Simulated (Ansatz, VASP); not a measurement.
C: VASP beside Ansatz

```
C
1.0
     9.00000    0.00000    0.00000
     0.00000    9.30000    0.00000
     0.00000    0.00000    1.28228
C
1
Direct
  0.50000 0.50000 0.00000
```

Alike in both runs: functional PBE; k mesh 1 × 1 × 46; occupations gaussian, width 0.05 eV; collinear spin.

Ansatz relaxed the structure, and its values are those at the end. VASP's run is a single point on that final structure, the one shown.

```csv
,VASP,Ansatz
version,VASP 6.6.1,Ansatz 0.2.0
potentials or method,"VASP PAW PBE potentials, release 64 (C)","scalar-relativistic, plane waves, PAW"
plane-wave cutoff (eV),520,420
valence electrons in the cell,4,4
```

```tsv
	VASP	Ansatz	Ansatz less VASP
net moment per atom (μB)	0.00	0.00	0.000
```

Ansatz warned: «filled_band_counts_differ_across_k_points».
